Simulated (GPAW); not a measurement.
BAs, 2 atoms in the cell. The structure is cubic, space group F-43m (No. 216). Conventional cell: a = 4.777 Å, b = 4.777 Å, c = 4.777 Å, α = 90.00°, β = 90.00°, γ = 90.00°. Around As (site symmetry -43m) lie 4 B at 2.07 Å. B (site symmetry -43m) has 4 As at 2.07 Å as nearest neighbours. 

* Program: GPAW 26.7.0
* Task: equation of state
* Functional: BP86
* Potentials or basis: PAW data sets generated in the run's folder for this functional
* Cutoff: 800 eV
* Basis: pw
* k mesh: 8 × 8 × 8
* Occupations: fermi-dirac, width 0.05 eV
* Spin: no spin polarisation
* Maxiter: 150
* Eos scales: [0.94, 0.96, 0.98, 1.0, 1.02, 1.04, 1.06]

Potentials or basis: PAW data sets generated in the run's folder for this functional, pw.

Launch:

```bash
$ gpaw-setup -f GGA_X_B88+GGA_C_P86 As B
$ OMP_NUM_THREADS=1 python run.py
```

Hardware: 1 thread of Arm Neoverse V1, on a shared host.

Question: Estimate the wall time of this run.

Answer: It took 76 s on 1 thread of Arm Neoverse V1 (shared host), peak memory 0.21 GiB. Counts: scf iterations 63, plane waves 1363, bands 11, k points 29.
